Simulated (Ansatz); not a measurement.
# Zinc, bcc under r²SCAN: from relaxation to bulk modulus, part 2 of 2

The plan for zinc in the bcc structure: relax it, solve it on a dense k-mesh, switch on spin-orbit coupling, then scale the cell to 7 volumes from 88 to 112 % of the relaxed one and try a fit of the equation of state. The k-meshes are 14×14×14 for the relaxation; 24×24×24 for the dense run; 14×14×14 for spin-orbit coupling; 16×16×16 for the volumes.

Ansatz 0.2.0; DFT, r2SCAN, plane waves (500 eV) with PAW, scalar-relativistic. Earlier steps stand in the parts before.

### Step 5. Equation of state: 88 %

This is Zn in the bcc structure; at room conditions it is hcp.

Input file input.yaml:

```yaml
crystal:
  lattice:
    - [-1.4696934618, 1.4696934618, 1.4696934618]
    - [1.4696934618, -1.4696934618, 1.4696934618]
    - [1.4696934618, 1.4696934618, -1.4696934618]
  atoms:
    - { symbol: Zn, position: [0.0, 0.0, 0.0] }
hamiltonian:
  xc: r2scan
  pseudopotentials:
    kind: paw
    azcp:
      Zn: "pseudopotentials/Zn.paw.azcp"
basis:
  ecutwfc: 500
  fft_grid_basis: typed
kpoints:
  mp_grid: { grid: [16, 16, 16], shift: [0, 0, 0] }
magnetization:
  spin_polarized: false
scf:
  occupations: { method: fermi_dirac, width: 0.1 }
  lower_state_search: "off"
output:
  stress: true
```

The run is started by

```console
$ ansatz run input.yaml --threads 1 --pin off --max-ram 3584MiB --backend cpu --events-out ev --progress --plain --runs-dir out
```

Standard output (excerpt; [...] marks lines left out):

```text
[...]
Pseudopotentials: kind: paw
Pseudopotential: Zn, paw, valence charge 12, recommended cutoff 500 eV (meta_gga), <dir>
Functional definition: r2SCAN
[...]
Crystal: 1 atoms, lattice volume = 12.698 Å³
Basis set: ecut = 500 eV, 321 PW (Γ), exchange–correlation on 80×80×80 points (64 copies of the dense FFT grid, shifted against one another)
Bands: 10, of which v1, the nominal top of the filled ones, is band 6 counted from 1 (5 counted from 0)
Symmetry: 48 space group operations
Space group: Im-3m (ITA 229), of the structure as read, at distance tolerance 2.3e-5 Å
k-points: 145 of 4096
[...]
SCF iter   1: F=-3325.473050 eV  HF=-3325.510613 eV  |F-HF|=3.76e-2  |Δ(HF+E_count)|=         —  Δρ=2.51e-2  dr2=3.87e-2  dr2_τ=1.81e-3  ethr=1.77e-3  ⟨swp⟩=4.8  Hψ=9691  notcnv=0
[...]
SCF iter   6: F=-3325.503002 eV  HF=-3325.503002 eV  |F-HF|=5.23e-10  |Δ(HF+E_count)|=   6.89e-8  Δρ=3.04e-6  dr2=4.48e-10  dr2_τ=2.67e-12  ethr=4.85e-10  ⟨swp⟩=3.0  Hψ=5737  notcnv=0
[...]
SCF converged after 6 iterations
Free energy (F): -3325.503002 eV
[...]
E sigma→0 (E₀):  -3325.498174 eV
Entropy (-TS):   -0.009654 eV (-9.654 meV/atom)
Fermi energy:    14.289521 eV
[...]
--- Stress (GPa, compression-positive) ---
       15.103444      -0.000000      -0.000000
       -0.000000      15.103444       0.000000
        0.000000       0.000000      15.103444
  P = ⅓ Tr σ = 15.1034 GPa (151.034 kbar)
```

Wall time 4 s (1 thread of Intel Xeon Platinum 8259CL at 2.50GHz (Skylake/Cascade Lake), shared host); peak memory 0.51 GiB.

### Step 6. Equation of state: 92 %

Changes to input.yaml since step 5:

```diff
@@ -2,5 +2,5 @@
   lattice:
-    - [-1.4696934618, 1.4696934618, 1.4696934618]
-    - [1.4696934618, -1.4696934618, 1.4696934618]
-    - [1.4696934618, 1.4696934618, -1.4696934618]
+    - [-1.4916324196, 1.4916324196, 1.4916324196]
+    - [1.4916324196, -1.4916324196, 1.4916324196]
+    - [1.4916324196, 1.4916324196, -1.4916324196]
   atoms:
```

The run is started by

```console
$ ansatz run input.yaml --threads 1 --pin off --max-ram 3584MiB --backend cpu --events-out ev --progress --plain --runs-dir out
```

Standard output (excerpt; [...] marks lines left out):

```text
[...]
[... 3 set-up lines as earlier in the session ...]
[...]
Crystal: 1 atoms, lattice volume = 13.275 Å³
Basis set: ecut = 500 eV, 321 PW (Γ), exchange–correlation on 80×80×80 points (64 copies of the dense FFT grid, shifted against one another)
Bands: 10, of which v1, the nominal top of the filled ones, is band 6 counted from 1 (5 counted from 0)
[... 2 set-up lines as earlier in the session ...]
k-points: 145 of 4096
[...]
SCF iter   1: F=-3325.513169 eV  HF=-3325.554913 eV  |F-HF|=4.17e-2  |Δ(HF+E_count)|=         —  Δρ=2.53e-2  dr2=4.14e-2  dr2_τ=1.47e-3  ethr=1.77e-3  ⟨swp⟩=4.8  Hψ=9713  notcnv=0
[...]
SCF iter   6: F=-3325.545660 eV  HF=-3325.545660 eV  |F-HF|=2.52e-10  |Δ(HF+E_count)|=   8.96e-8  Δρ=2.11e-6  dr2=2.35e-10  dr2_τ=3.76e-12  ethr=5.99e-10  ⟨swp⟩=2.9  Hψ=5735  notcnv=0
[...]
SCF converged after 6 iterations
Free energy (F): -3325.545660 eV
[...]
E sigma→0 (E₀):  -3325.540753 eV
Entropy (-TS):   -0.009815 eV (-9.815 meV/atom)
Fermi energy:    13.442953 eV
[...]
--- Stress (GPa, compression-positive) ---
        8.836239      -0.000000      -0.000000
        0.000000       8.836239      -0.000000
        0.000000      -0.000000       8.836239
  P = ⅓ Tr σ = 8.8362 GPa (88.362 kbar)
```

Wall time 3.6 s (1 thread of Intel Xeon Platinum 8259CL at 2.50GHz (Skylake/Cascade Lake), shared host); peak memory 0.51 GiB.

### Step 7. Equation of state: 96 %

Changes to input.yaml since step 6:

```diff
@@ -2,5 +2,5 @@
   lattice:
-    - [-1.4916324196, 1.4916324196, 1.4916324196]
-    - [1.4916324196, -1.4916324196, 1.4916324196]
-    - [1.4916324196, 1.4916324196, -1.4916324196]
+    - [-1.5129443335, 1.5129443335, 1.5129443335]
+    - [1.5129443335, -1.5129443335, 1.5129443335]
+    - [1.5129443335, 1.5129443335, -1.5129443335]
   atoms:
```

The run is started by

```console
$ ansatz run input.yaml --threads 1 --pin off --max-ram 3584MiB --backend cpu --events-out ev --progress --plain --runs-dir out
```

Standard output (excerpt; [...] marks lines left out):

```text
[...]
[... 3 set-up lines as earlier in the session ...]
[...]
Crystal: 1 atoms, lattice volume = 13.853 Å³
Basis set: ecut = 500 eV, 369 PW (Γ), exchange–correlation on 80×80×80 points (64 copies of the dense FFT grid, shifted against one another)
Bands: 10, of which v1, the nominal top of the filled ones, is band 6 counted from 1 (5 counted from 0)
[... 2 set-up lines as earlier in the session ...]
k-points: 145 of 4096
[...]
SCF iter   1: F=-3325.533685 eV  HF=-3325.578899 eV  |F-HF|=4.52e-2  |Δ(HF+E_count)|=         —  Δρ=2.54e-2  dr2=4.38e-2  dr2_τ=1.22e-3  ethr=1.77e-3  ⟨swp⟩=4.8  Hψ=9697  notcnv=0
[...]
SCF iter   6: F=-3325.568298 eV  HF=-3325.568298 eV  |F-HF|=2.30e-10  |Δ(HF+E_count)|=   1.06e-7  Δρ=1.12e-6  dr2=6.92e-11  dr2_τ=7.14e-12  ethr=5.01e-10  ⟨swp⟩=2.7  Hψ=5614  notcnv=0
[...]
SCF converged after 6 iterations
Free energy (F): -3325.568298 eV
[...]
E sigma→0 (E₀):  -3325.563351 eV
Entropy (-TS):   -0.009894 eV (-9.894 meV/atom)
Fermi energy:    12.670472 eV
[...]
--- Stress (GPa, compression-positive) ---
        3.930964       0.000000       0.000000
        0.000000       3.930964       0.000000
        0.000000      -0.000000       3.930964
  P = ⅓ Tr σ = 3.9310 GPa (39.310 kbar)
```

Wall time 3.4 s (1 thread of Intel Xeon Platinum 8259CL at 2.50GHz (Skylake/Cascade Lake), shared host); peak memory 0.52 GiB.

### Step 8. Equation of state: 100 %

Changes to input.yaml since step 7:

```diff
@@ -2,5 +2,5 @@
   lattice:
-    - [-1.5129443335, 1.5129443335, 1.5129443335]
-    - [1.5129443335, -1.5129443335, 1.5129443335]
-    - [1.5129443335, 1.5129443335, -1.5129443335]
+    - [-1.5336721741, 1.5336721741, 1.5336721741]
+    - [1.5336721741, -1.5336721741, 1.5336721741]
+    - [1.5336721741, 1.5336721741, -1.5336721741]
   atoms:
```

The run is started by

```console
$ ansatz run input.yaml --threads 1 --pin off --max-ram 3584MiB --backend cpu --events-out ev --progress --plain --runs-dir out
```

Standard output (excerpt; [...] marks lines left out):

```text
[...]
[... 3 set-up lines as earlier in the session ...]
[...]
Crystal: 1 atoms, lattice volume = 14.430 Å³
Basis set: ecut = 500 eV, 369 PW (Γ), exchange–correlation on 80×80×80 points (64 copies of the dense FFT grid, shifted against one another)
Bands: 10, of which v1, the nominal top of the filled ones, is band 6 counted from 1 (5 counted from 0)
[... 2 set-up lines as earlier in the session ...]
k-points: 145 of 4096
[...]
SCF iter   1: F=-3325.539010 eV  HF=-3325.587084 eV  |F-HF|=4.81e-2  |Δ(HF+E_count)|=         —  Δρ=2.54e-2  dr2=4.57e-2  dr2_τ=1.03e-3  ethr=1.77e-3  ⟨swp⟩=4.9  Hψ=9840  notcnv=0
[...]
SCF iter   6: F=-3325.575280 eV  HF=-3325.575280 eV  |F-HF|=3.65e-10  |Δ(HF+E_count)|=   1.24e-7  Δρ=1.60e-6  dr2=2.89e-10  dr2_τ=1.36e-11  ethr=6.35e-10  ⟨swp⟩=2.8  Hψ=5653  notcnv=0
[...]
SCF converged after 6 iterations
Free energy (F): -3325.575280 eV
[...]
E sigma→0 (E₀):  -3325.570287 eV
Entropy (-TS):   -0.009986 eV (-9.986 meV/atom)
Fermi energy:    11.963655 eV
[...]
--- Stress (GPa, compression-positive) ---
        0.103711       0.000000       0.000000
        0.000000       0.103711      -0.000000
        0.000000       0.000000       0.103711
  P = ⅓ Tr σ = 0.1037 GPa (1.037 kbar)
```

It took 3.8 s on 1 thread of Intel Xeon Platinum 8259CL at 2.50GHz (Skylake/Cascade Lake), shared host; peak memory 0.51 GiB.

### Step 9. Equation of state: 104 %

Changes to input.yaml since step 8:

```diff
@@ -2,5 +2,5 @@
   lattice:
-    - [-1.5336721741, 1.5336721741, 1.5336721741]
-    - [1.5336721741, -1.5336721741, 1.5336721741]
-    - [1.5336721741, 1.5336721741, -1.5336721741]
+    - [-1.5538543855, 1.5538543855, 1.5538543855]
+    - [1.5538543855, -1.5538543855, 1.5538543855]
+    - [1.5538543855, 1.5538543855, -1.5538543855]
   atoms:
@@ -25 +25,5 @@
   stress: true
+  write_density: true
+  write_potential: true
+  elf: true
+  volumetric_format: npy
```

The run is started by

```console
$ ansatz run input.yaml --threads 1 --pin off --max-ram 3584MiB --backend cpu --events-out ev --progress --plain --runs-dir out
```

Standard output (excerpt; [...] marks lines left out):

```text
[...]
[... 3 set-up lines as earlier in the session ...]
[...]
Crystal: 1 atoms, lattice volume = 15.007 Å³
Basis set: ecut = 500 eV, 381 PW (Γ), exchange–correlation on 80×80×80 points (64 copies of the dense FFT grid, shifted against one another)
Bands: 10, of which v1, the nominal top of the filled ones, is band 6 counted from 1 (5 counted from 0)
[... 2 set-up lines as earlier in the session ...]
k-points: 145 of 4096
[...]
SCF iter   1: F=-3325.533024 eV  HF=-3325.582830 eV  |F-HF|=4.98e-2  |Δ(HF+E_count)|=         —  Δρ=2.51e-2  dr2=4.66e-2  dr2_τ=8.84e-4  ethr=1.77e-3  ⟨swp⟩=5.0  Hψ=10031  notcnv=0
[...]
SCF iter   6: F=-3325.570075 eV  HF=-3325.570075 eV  |F-HF|=3.18e-11  |Δ(HF+E_count)|=   1.63e-7  Δρ=1.87e-6  dr2=3.14e-10  dr2_τ=1.58e-11  ethr=7.43e-10  ⟨swp⟩=6.3  Hψ=9134  notcnv=0
[...]
SCF converged after 6 iterations
Free energy (F): -3325.570075 eV
[...]
E sigma→0 (E₀):  -3325.565059 eV
Entropy (-TS):   -0.010032 eV (-10.032 meV/atom)
Fermi energy:    11.315654 eV
[...]
--- Stress (GPa, compression-positive) ---
       -2.867649      -0.000000      -0.000000
       -0.000000      -2.867649       0.000000
        0.000000       0.000000      -2.867649
  P = ⅓ Tr σ = -2.8676 GPa (-28.676 kbar)
--- Band table (eV; the first three rows and the last of 145) ---
  k-point 0: bands = ["0.1322", "3.0777", "3.0777", "3.0777", "3.6038", "3.6038", "31.8287", "31.8287", "31.8287", "32.7633"]
[...]
```

It took 6.6 s on 1 thread of Intel Xeon Platinum 8259CL at 2.50GHz (Skylake/Cascade Lake), shared host; peak memory 0.52 GiB.

### Step 10. Equation of state: 108 %

Changes to input.yaml since step 9:

```diff
@@ -2,5 +2,5 @@
   lattice:
-    - [-1.5538543855, 1.5538543855, 1.5538543855]
-    - [1.5538543855, -1.5538543855, 1.5538543855]
-    - [1.5538543855, 1.5538543855, -1.5538543855]
+    - [-1.5735255166, 1.5735255166, 1.5735255166]
+    - [1.5735255166, -1.5735255166, 1.5735255166]
+    - [1.5735255166, 1.5735255166, -1.5735255166]
   atoms:
@@ -25,5 +25 @@
   stress: true
-  write_density: true
-  write_potential: true
-  elf: true
-  volumetric_format: npy
```

The run is started by

```console
$ ansatz run input.yaml --threads 1 --pin off --max-ram 3584MiB --backend cpu --events-out ev --progress --plain --runs-dir out
```

Standard output (excerpt; [...] marks lines left out):

```text
[...]
[... 3 set-up lines as earlier in the session ...]
[...]
Crystal: 1 atoms, lattice volume = 15.584 Å³
Basis set: ecut = 500 eV, 381 PW (Γ), exchange–correlation on 80×80×80 points (64 copies of the dense FFT grid, shifted against one another)
Bands: 10, of which v1, the nominal top of the filled ones, is band 6 counted from 1 (5 counted from 0)
[... 2 set-up lines as earlier in the session ...]
k-points: 145 of 4096
[...]
SCF iter   1: F=-3325.517654 eV  HF=-3325.568932 eV  |F-HF|=5.13e-2  |Δ(HF+E_count)|=         —  Δρ=2.47e-2  dr2=4.72e-2  dr2_τ=7.70e-4  ethr=1.77e-3  ⟨swp⟩=5.1  Hψ=10043  notcnv=0
[...]
SCF iter   6: F=-3325.555425 eV  HF=-3325.555425 eV  |F-HF|=4.91e-10  |Δ(HF+E_count)|=   1.93e-7  Δρ=2.64e-6  dr2=5.88e-10  dr2_τ=1.82e-11  ethr=8.32e-10  ⟨swp⟩=4.7  Hψ=4948  notcnv=0
[...]
SCF converged after 6 iterations
Free energy (F): -3325.555425 eV
[...]
E sigma→0 (E₀):  -3325.550469 eV
Entropy (-TS):   -0.009911 eV (-9.911 meV/atom)
Fermi energy:    10.718948 eV
[...]
--- Stress (GPa, compression-positive) ---
       -5.167376       0.000000      -0.000000
       -0.000000      -5.167376      -0.000000
        0.000000      -0.000000      -5.167376
  P = ⅓ Tr σ = -5.1674 GPa (-51.674 kbar)
```

Run time: 5.5 s. Hardware: 1 thread of Intel Xeon Platinum 8259CL at 2.50GHz (Skylake/Cascade Lake), shared host; peak memory 0.52 GiB.

### Step 11. Equation of state: 112 %

Changes to input.yaml since step 10:

```diff
@@ -2,5 +2,5 @@
   lattice:
-    - [-1.5735255166, 1.5735255166, 1.5735255166]
-    - [1.5735255166, -1.5735255166, 1.5735255166]
-    - [1.5735255166, 1.5735255166, -1.5735255166]
+    - [-1.5927167436, 1.5927167436, 1.5927167436]
+    - [1.5927167436, -1.5927167436, 1.5927167436]
+    - [1.5927167436, 1.5927167436, -1.5927167436]
   atoms:
```

The run is started by

```console
$ ansatz run input.yaml --threads 1 --pin off --max-ram 3584MiB --backend cpu --events-out ev --progress --plain --runs-dir out
```

Standard output (excerpt; [...] marks lines left out):

```text
[...]
[... 3 set-up lines as earlier in the session ...]
[...]
Crystal: 1 atoms, lattice volume = 16.161 Å³
Basis set: ecut = 500 eV, 381 PW (Γ), exchange–correlation on 96×96×96 points (64 copies of the dense FFT grid, shifted against one another)
Bands: 10, of which v1, the nominal top of the filled ones, is band 6 counted from 1 (5 counted from 0)
[... 2 set-up lines as earlier in the session ...]
k-points: 145 of 4096
[...]
SCF iter   1: F=-3325.495868 eV  HF=-3325.547443 eV  |F-HF|=5.16e-2  |Δ(HF+E_count)|=         —  Δρ=2.42e-2  dr2=4.70e-2  dr2_τ=6.83e-4  ethr=1.77e-3  ⟨swp⟩=5.0  Hψ=9856  notcnv=0
[...]
SCF iter   6: F=-3325.533469 eV  HF=-3325.533469 eV  |F-HF|=9.08e-10  |Δ(HF+E_count)|=   2.12e-7  Δρ=2.18e-6  dr2=3.65e-10  dr2_τ=1.43e-11  ethr=8.33e-10  ⟨swp⟩=4.4  Hψ=4780  notcnv=0
[...]
SCF converged after 6 iterations
Free energy (F): -3325.533469 eV
[...]
E sigma→0 (E₀):  -3325.528653 eV
Entropy (-TS):   -0.009633 eV (-9.633 meV/atom)
Fermi energy:    10.166060 eV
[...]
--- Stress (GPa, compression-positive) ---
       -6.946371       0.000000       0.000000
        0.000000      -6.946371      -0.000000
       -0.000000      -0.000000      -6.946371
  P = ⅓ Tr σ = -6.9464 GPa (-69.464 kbar)
```

Run time: 4.4 s. Hardware: 1 thread of Intel Xeon Platinum 8259CL at 2.50GHz (Skylake/Cascade Lake), shared host; peak memory 0.55 GiB.

### Step 12. Energy and pressure against volume

All volumes keep the relaxed shape and fractional coordinates.

```tsv
V (Å³/atom)	E − E₀ (meV/atom)	P from the stress (GPa)	P from the fit (GPa)
12.698	72.1	15.10	15.13
13.275	29.5	8.84	8.81
13.853	6.9	3.93	3.91
14.430	0.0	0.10	0.10
15.007	5.2	-2.87	-2.85
15.584	19.8	-5.17	-5.14
16.161	41.6	-6.95	-6.91
```

Fit (Birch-Murnaghan, third order): V₀ = 14.447 Å³/atom, B₀ = 83 GPa, B₀′ = 5.3, largest residual 0.04 meV/atom.

### Step 13. Results

What follows sums up all 2 parts.

```
                      quantity                         value
space group (spins left aside)               Im-3m (No. 229)
             conventional cell                   a = 3.067 Å
                        volume                14.430 Å³/atom
             shortest distance                       2.656 Å
               gap on the mesh  none (levels filled in part)
               relative to hcp                 +100 meV/atom
                   V₀, B₀, B₀′   14.447 Å³/atom, 83 GPa, 5.3
```

**Reading.** From the guessed start the volume shrank by 5.1 % in 5 steps. Against the reference form of zinc (hcp, computed apart with the same settings) it stands 100 meV/atom higher. Levels at the Fermi energy are filled in part, as in a metal. Totals with and without spin-orbit coupling (+2.2 eV/atom apart) can't be read as binding, since the two-component data shift the zero of energy. B₀ comes out at 83 GPa. Relaxation kept the symmetry; phonons were not checked.
